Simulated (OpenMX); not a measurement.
Crystal: Pd.

```
CELL_PARAMETERS angstrom
0.00000 1.94650 1.94650
1.94650 0.00000 1.94650
1.94650 1.94650 0.00000
ATOMIC_POSITIONS crystal
Pd 0.00000 0.00000 0.00000
```

Base run:

| Property | Result |
| --- | --- |
| Program | OpenMX 3.8.5 |
| Functional | PBE |
| Potentials or basis | OpenMX 2013 PBE set, Pd7.0-s3p2d2, grid cutoff 400 Ry |
| k mesh | 13 × 13 × 13 |
| Occupations | fermi-dirac, width 0.05 eV |
| Spin | no spin polarisation |

Its results: pressure 12.3 GPa.

Task: The run is repeated on the same cell with these changes: potentials or basis from OpenMX 2013 PBE set, Pd7.0-s3p2d2, grid cutoff 400 Ry to OpenMX 2013 PBE set, Pd7.0-s3p2d1, grid cutoff 400 Ry. What comes out?

Result: Pressure 8.6 GPa.

Caveats: the basis of atomic orbitals isn't converged, which shifts pressures, moduli and gaps.
